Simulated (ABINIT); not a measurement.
Here is an ABINIT 10.8.3 (patched build) calculation.

run.abi

```
ndtset 2

pp_dirpath "./"
pseudos "Ta.GGA_PBE-JTH.xml, K.GGA_PBE-JTH.xml, O.GGA_PBE-JTH.xml"

acell 3*1.0
rprim
     7.5367947028     0.0000000000     0.0000000000
     0.0000000000     7.5367947028     0.0000000000
     0.0000000000     0.0000000000     7.5367947028
ntypat 3
znucl 73 19 8
natom 5
typat 1 2 3 3 3
xred
     0.0000000000     0.0000000000     0.0000000000
     0.5000000000     0.5000000000     0.5000000000
     0.0000000000     0.0000000000     0.5000000000
     0.0000000000     0.5000000000     0.0000000000
     0.5000000000     0.0000000000     0.0000000000

ecut 625.861884 eV
pawecutdg 45.0

ixc 11

occopt 3
tsmear 0.05 eV

nstep 100

iomode 3
prtwf 0
prteig 0
prtebands 0
prtden1 1

kptopt1 1
ngkpt1 7 7 7
nshiftk1 1
shiftk1 0.0 0.0 0.0
nband1 24
tolvrs1 1.0e-9

iscf2 -2
getden2 1
nband2 30
nbdbuf2 4
tolwfr2 1.0e-11
kptopt2 -5
ndivsm2 5
prteig2 1
kptbounds2
     0.0000000000     0.0000000000     0.0000000000
     0.0000000000     0.5000000000     0.0000000000
     0.5000000000     0.5000000000     0.0000000000
     0.0000000000     0.0000000000     0.0000000000
     0.5000000000     0.5000000000     0.5000000000
     0.0000000000     0.5000000000     0.0000000000
```

Potentials or basis: JTH PAW PBE v2.0.

The run is started by

```bash
$ abinit run.abi > log 2>&1
```

(1) Estimate the band gap along the path.

(2) Estimate the pressure.

## Answers

(1) 2.18 eV, indirect (least direct gap 2.80 eV).

(2) 5.5 GPa.

Caveat: spin-orbit coupling is left out, which moves the levels of the heavy elements; the atomic spheres overlap.
